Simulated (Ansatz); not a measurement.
# W (bcc type): the cost of one run

Computed with Ansatz 0.2.0 (DFT, LDA, PAW with Ansatz's default frozen-core files, scalar-relativistic, unless a step's input says otherwise).

1 further run of the same task is left out (set aside as unsound or not needed).

## 1. Starting point

It takes space group Im-3m (No. 229, cubic). The conventional cell has a = 3.135 Å, b = 3.135 Å, c = 3.135 Å, α = 90.00°, β = 90.00°, γ = 90.00°. W (site symmetry m-3m) has 8 W at 2.72 Å as nearest neighbours.

As a file:

```
CELL_PARAMETERS angstrom
-1.56768 1.56768 1.56768
1.56768 -1.56768 1.56768
1.56768 1.56768 -1.56768
ATOMIC_POSITIONS crystal
W 0.00000 0.00000 0.00000
```

## 2. Bulk cell relaxed, PAW

input.yaml reads:

```yaml
crystal:
  lattice:
    - [-1.5676782863, 1.5676782863, 1.5676782863]
    - [1.5676782863, -1.5676782863, 1.5676782863]
    - [1.5676782863, 1.5676782863, -1.5676782863]
  atoms:
    - { symbol: W, position: [0.0, 0.0, 0.0] }
kpoints:
  mp_grid: { grid: [19, 19, 19] }
scf:
  occupations: { method: fermi_dirac, width: 0.08 }
hamiltonian:
  xc: lda
  pseudopotentials: { kind: paw }
output:
  forces: true
  stress: true
  write_density: true
  write_potential: true
  elf: true
  volumetric_format: npy
relax:
  f_tol: 0.005
  max_steps: 40
  cell: {}
```

Launch:

```sh
$ ansatz run input.yaml --threads 1 --pin off --max-ram 3584MiB --backend cpu --events-out ev --progress --plain --runs-dir out
```

What time and memory should one allow on 1 thread of Intel Xeon 6975P-C (Granite Rapids), shared host?

About 3.8 s, with a peak of 0.36 GiB.
